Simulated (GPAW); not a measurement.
Crystal: V.

```
V
1.0
     2.60429    0.00000    0.00000
    -1.30215    2.25538    0.00000
     0.00000    0.00000    4.72334
V
2
Direct
  0.33333 0.66667 0.25000
  0.66667 0.33333 0.75000
```

This isn't the form of V at room conditions, which is bcc.

Base run:

```yaml
Program: GPAW 26.7.0
Functional: PBEsol
Potentials_or_basis: PAW data sets generated in the run's folder for this functional
Cutoff: 600 eV
Basis: pw
k_mesh: 9 × 9 × 4
Occupations: fermi-dirac, width 0.05 eV
Spin: collinear spin, ferromagnetic start
Starting_moments: "[2.0, 2.0] μB"
Hubbard_terms: V d U = 3 eV
```

Its results: pressure 7.5 GPa; net moment 2.21 μB per cell; site moments V +0.96 μB.

Problem. The run is repeated on the same cell with these changes: hubbard terms from V d U = 3 eV to V d U = 4 eV. What comes out?

Solution. Pressure 12.7 GPa; net moment 2.31 μB per cell; site moments V +1.03 μB.

Caveats: the U is typed as a test and isn't derived for this compound.

Not every run made on this cell is shown here.
